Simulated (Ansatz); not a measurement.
Relaxed-ion elastic tensor of SrF2 (fluorite, Fm-3m) in GPa (Voigt order), LDA in the plane-wave PAW code Ansatz; density 4.59 g/cm³, 15.13 Å³ per atom.

```csv
,1,2,3,4,5,6
1,140,58.0,58.0,0.0,0.0,0.0
2,58.0,140,58.0,0.0,0.0,0.0
3,58.0,58.0,140,0.0,0.0,0.0
4,0.0,0.0,0.0,35.9,0.0,0.0
5,0.0,0.0,0.0,0.0,35.9,0.0
6,0.0,0.0,0.0,0.0,0.0,35.9
```

### Question
Is the crystal mechanically stable?

### Answer
Yes: the smallest eigenvalue of C is 35.9 GPa.

### Question
Work out the Voigt, Reuss and Hill averages.

### Answer
K_V = 85.3, K_R = 85.3, K_H = 85.3; G_V = 37.9, G_R = 37.8, G_H = 37.8 GPa.

### Question
Give Young's modulus, Poisson's ratio, Pugh's ratio and the universal anisotropy index.

### Answer
E = 9KG/(3K + G) = 98.9 GPa; ν = 0.31; K/G = 2.25 (ductile by the Pugh limit of 1.75); A_U = 5G_V/G_R + K_V/K_R − 6 = 0.02.

### Question
Estimate the sound speeds and the Debye temperature.

### Answer
v_l = √((K + 4G/3)/ρ) = 5440 m/s, v_t = √(G/ρ) = 2870 m/s, mean 3210 m/s; Θ = (h/k)(3n/4πV)^(1/3) v_m = 386 K.

### Question
Give the Zener ratio and Young's modulus along [100], [110] and [111].

### Answer
A = 2C44/(C11 − C12) = 0.88; 1/E = S11 − 2(S11 − S12 − S44/2)Γ with Γ = 0, 1/4, 1/3 gives 106, 97.1, 94.4 GPa.

The cell was relaxed with LDA under the symmetry of its start; phonons on a q-mesh show no instability.

Potentials: the later of the program's two PAW sets.
